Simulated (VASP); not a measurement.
The system is Te.

```
Te
1.0
     2.30590    1.33131    1.69095
    -2.30590    1.33131    1.69095
     0.00000   -2.66263    1.69095
Te
1
Direct
  0.50000 0.50000 0.50000
```

This isn't the form of Te at room conditions, which is trigonal, of chains.

```yaml
Program: VASP 6.6.1
Task: relaxation of cell and atoms
Functional: LDA
Potentials_or_basis: VASP PAW LDA potentials, release 64 (Te)
Cutoff: 600 eV
k_mesh: 9 × 9 × 9
Occupations: fermi-dirac, width 0.05 eV
Spin: no spin polarisation
```

At the start: pressure -1.0 GPa; volume 31.15 Å³/atom.

How do energy, volume and symmetry change on relaxing?

Over 15 steps the energy falls by 2.6 meV/atom and the volume is 30.81 Å³/atom (-1.1 %); space group R-3m (No. 166, to 0.05 Å).

The path:
| step | energy change (eV) | largest force (eV/Å) | pressure (GPa) | volume (Å³) |
| --- | --- | --- | --- | --- |
| 1 | 0.0000 | 0.0000 | -1.02 | 31.15 |
| 2 | -0.0010 | 0.0000 | 0.74 | 30.26 |
| 3 | -0.0018 | 0.0000 | 0.01 | 30.61 |
| 4 | -0.0018 | 0.0000 | 0.03 | 30.60 |
| 5 | -0.0018 | 0.0000 | 0.03 | 30.61 |
| 6 | -0.0018 | 0.0000 | 0.03 | 30.62 |
| 7 | -0.0019 | 0.0000 | 0.03 | 30.65 |
| 8 | -0.0021 | 0.0000 | 0.02 | 30.69 |
| 9 | -0.0025 | 0.0000 | -0.03 | 30.78 |
| 10 | -0.0020 | 0.0000 | -0.18 | 30.93 |
| 11 | -0.0026 | 0.0000 | -0.04 | 30.82 |
| 12 | -0.0026 | 0.0000 | -0.08 | 30.84 |
| 13 | -0.0026 | 0.0000 | -0.06 | 30.83 |
| 14 | -0.0026 | 0.0000 | 0.17 | 30.72 |
| 15 | -0.0026 | 0.0000 | -0.01 | 30.81 |

Final structure:
```yaml
crystal:
  lattice:
    - [2.25652, 1.30280, 1.74650]
    - [-2.25652, 1.30280, 1.74650]
    - [0.00000, -2.60561, 1.74650]
  atoms:
    - { symbol: Te, position: [0.50000, 0.50000, 0.50000] }
```
